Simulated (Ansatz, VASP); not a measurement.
# H2Pt in VASP and in Ansatz

```
Pt H
1.0
     2.88746    0.00000    0.00000
    -1.44373    2.50061    0.00000
     0.00000    0.00000    4.68892
Pt H
1 2
Direct
  0.00000 0.00000 0.00000
  0.33333 0.66667 0.17888
  0.66667 0.33333 0.82112
```

Alike in both runs: task electric field gradients; functional PBE; k mesh 14 × 14 × 8; occupations fermi-dirac, width 0.05 eV; no spin polarisation.

|  | VASP | Ansatz |
| --- | --- | --- |
| version | VASP 6.6.1 | Ansatz 0.2.0 |
| potentials or method | VASP PAW PBE potentials, release 64 (Pt, H), cutoff 520 eV | all-electron PAW with datasets made for the crystal, scalar-relativistic |

```csv
,VASP,Ansatz,Ansatz less VASP
pressure (GPa),-0.1,0.0,+0.15
largest component of the traceless stress (GPa),0.06,0.01,-0.051
rms of the force components (eV/Å),0.004,0.000,-0.0035
Vzz of the field gradient on the site that differs most (V/Å²),364.3,194.3,-169.97
```

Atom by atom the forces differ by 0.004 eV/Å (rms over components). Ansatz ran all-electron here, so the differences hold the error of VASP's frozen core and of both bases. Ansatz warned: «gradients_without_spin_orbit».

The runs have no spin-orbit coupling, so splittings on Pt are missing.
